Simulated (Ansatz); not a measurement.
**Caesium (dhcp) across density functionals**

All rows: Ansatz, plane waves with scalar-relativistic PAW, 420 eV (500 eV for the SCAN forms), relaxed under each functional, no dispersion correction, no zero-point motion. B₀ comes from uniform scaling at fixed shape; a dash is a value not given.

| functional | V (Å³/atom) | cell | B₀ (GPa) | magnetic state | ΔE to bcc (meV/atom) |
| --- | --- | --- | --- | --- | --- |
| PBE | 116.81 | a = 5.479 Å, c = 17.970 Å (c/a = 3.280) | 2 | spin not included | -2 |
| r²SCAN | 124.03 | a = 5.583 Å, c = 18.381 Å (c/a = 3.292) | 2 | spin not included | 2 |
| PBEsol | 110.45 | a = 5.385 Å, c = 17.589 Å (c/a = 3.266) | 2 | spin not included | -2 |
| LDA | 96.23 | a = 5.138 Å, c = 16.837 Å (c/a = 3.277) | 2 | spin not included | -1 |
| revPBE | 129.10 | a = 5.664 Å, c = 18.589 Å (c/a = 3.282) | 2 | spin not included | -1 |
| RPBE | 131.38 | a = 5.697 Å, c = 18.697 Å (c/a = 3.282) | 2 | spin not included | -1 |
| BLYP | 124.82 | a = 5.604 Å, c = 18.354 Å (c/a = 3.275) | 2 | spin not included | -5 |

LDA gives the smallest volume and RPBE the largest.
